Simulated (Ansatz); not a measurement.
# W, a known structure type with other elements, at an estimated volume

```yaml
crystal:
  lattice:
    - [-1.60046, 1.60046, 1.60046]
    - [1.60046, -1.60046, 1.60046]
    - [1.60046, 1.60046, -1.60046]
  atoms:
    - { symbol: W, position: [0.00000, 0.00000, 0.00000] }
```

The numbers come from plane-wave PAW DFT (Ansatz): PBE, no spin polarisation, 420 eV, 15×15×15 Γ-centred k points, fermi-dirac occupations (width 0.1 eV). Nothing was relaxed.

Q: Metal or insulator?

A: It is a metal, with about 0.39 states/eV a cell as the mean within 0.25 eV of the Fermi level, mostly W d (85 %).

Q: Is the cell too large or too small?

A: The pressure is -4.7 GPa (compression positive), so with the atoms held at these fractions the cell would first shrink.

Q: Describe some of the short contacts.

A: W–W at 2.77 Å: least valence density 0.40 e/Å³ and ELF 0.38 there. Both are smooth PAW fields, read partly inside the augmentation spheres.

Origin: a known structure type with other elements, at an estimated volume, so it need not be a known compound.
